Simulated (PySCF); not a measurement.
Structure with atom numbers: `[O:1]=[C:2]1[CH:3]=[CH:4][C:5](=[O:6])[O:7]1`. Each H is labelled by its parent atom.

Geometry: PBE0-D3(BJ)/def2-TZVP; GIAO absolute shieldings from PySCF, gas phase, non-relativistic, averaged over equivalent atoms.

At PBE0/pcSseg-2 (280 basis functions, 39 s wall time on 1 thread of an Arm Neoverse V1, shared host):
| atoms | σ (ppm) |
| --- | --- |
| O1/O6 | -165.7 |
| O7 | 19.3 |
| C2/C5 | 10.5 |
| C3/C4 | 38.6 |
| H(C3)/H(C4) | 24.52 |

Q: What do these become at B97-2/pcSseg-2?

A: 
| atoms | σ at B97-2/pcSseg-2 | change |
| --- | --- | --- |
| O1/O6 | -154.3 | +11.4 |
| O7 | 23.8 | +4.5 |
| C2/C5 | 12.5 | +2.0 |
| C3/C4 | 41.3 | +2.7 |
| H(C3)/H(C4) | 24.69 | +0.17 |

The largest change is at O1/O6 (ester carbonyl oxygen). Cost: 280 basis functions, 31 s wall time on 1 thread of an Arm Neoverse V1, shared host.
